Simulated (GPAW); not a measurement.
Crystal: Ti3Al.

```xyz
4
Lattice="2.9275 0.0000 0.0000 -1.4638 2.5353 0.0000 0.0000 0.0000 9.2264" Properties=species:S:1:pos:R:3 pbc="T T T"
Ti    0.0000    1.6902    2.3011
Ti    0.0000    1.6902    6.9253
Ti    1.4638    0.8451    0.0000
Al    1.4638    0.8451    4.6132
```

The cell comes from a database or a generator and needn't be the stable form of this composition.

| Item | Value |
| --- | --- |
| Program | GPAW 26.7.0 |
| Task | single point |
| Functional | PBEsol |
| Potentials or basis | PAW data sets generated in the run's folder for this functional |
| Cutoff | 600 eV |
| Basis | pw |
| k mesh | 10 × 10 × 3 |
| Occupations | fermi-dirac, width 0.05 eV |
| Spin | no spin polarisation |

On this cell: pressure -3.7 GPa; largest force 0.076 eV/Å; band gap on the k mesh none (metal or under the smearing width).

The same run follows on a disturbed copy (atoms moved at random, drawn with an rms of 0.05 Å):

```
CELL_PARAMETERS angstrom
2.92754 0.00000 0.00000
-1.46377 2.53533 0.00000
0.00000 0.00000 9.22636
ATOMIC_POSITIONS crystal
Ti 0.35222 0.68057 0.25483
Ti 0.34791 0.69140 0.74630
Ti 0.65209 0.34189 0.00035
Al 0.66040 0.32153 0.50111
```

Q: What does the disturbed cell give?

A: The energy (extrapolated to zero smearing) moves by +9.2 meV/atom; pressure -3.7 GPa; largest force 0.476 eV/Å; band gap on the k mesh none (metal or under the smearing width).

Forces in eV/Å, atoms in the order of the input:
```
Ti  -0.104 -0.074 -0.407
Ti  -0.033 -0.159  0.448
Ti   0.093  0.035  0.010
Al   0.044  0.198 -0.051
```

Stress tensor (GPa, compression positive):
```
-4.67 -0.61  0.07
-0.61 -3.40 -0.13
 0.07 -0.13 -3.12
```
